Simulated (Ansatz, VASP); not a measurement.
**Sb: VASP beside Ansatz**

```
Sb
1.0
    -1.49490    1.49490    2.46336
     1.49490   -1.49490    2.46336
     1.49490    1.49490   -2.46336
Sb
1
Direct
  0.00000 0.00000 0.00000
```

Change from the starting cell: volume scaled by 0.98, PAW files.

Alike in both runs: task electric field gradients; functional PBE; k mesh 19 × 19 × 19; occupations fermi-dirac, width 0.05 eV; no spin polarisation.

|  | VASP | Ansatz |
| --- | --- | --- |
| version | VASP 6.6.1 | Ansatz 0.2.0 |
| potentials or method | VASP PAW PBE potentials, release 64 (Sb) | PAW with Ansatz's default frozen-core files, scalar-relativistic |
| plane-wave cutoff (eV) | 520 | 420 |
| valence electrons in the cell | 5 | 15 |

Ansatz gave:

- pressure (GPa): 22.1
- largest component of the traceless stress (GPa): 1.75
- Vzz of the field gradient on the site that differs most (V/Å²): 37.7

Problem. What did VASP give for the same quantities?

Solution. Pressure (GPa): 22.1; largest component of the traceless stress (GPa): 1.85; Vzz of the field gradient on the site that differs most (V/Å²): 38.5.

The functional is the same, so the differences come from potentials, cutoffs and numerics. The two sets of potentials don't hold the same shells in valence. Ansatz warned: «gradients_without_spin_orbit».

Caveats: so large a pressure means that the cell lies far from this level's equilibrium, or that cutoff or potentials fall short (VASP). The runs have no spin-orbit coupling, so splittings on Sb are missing.
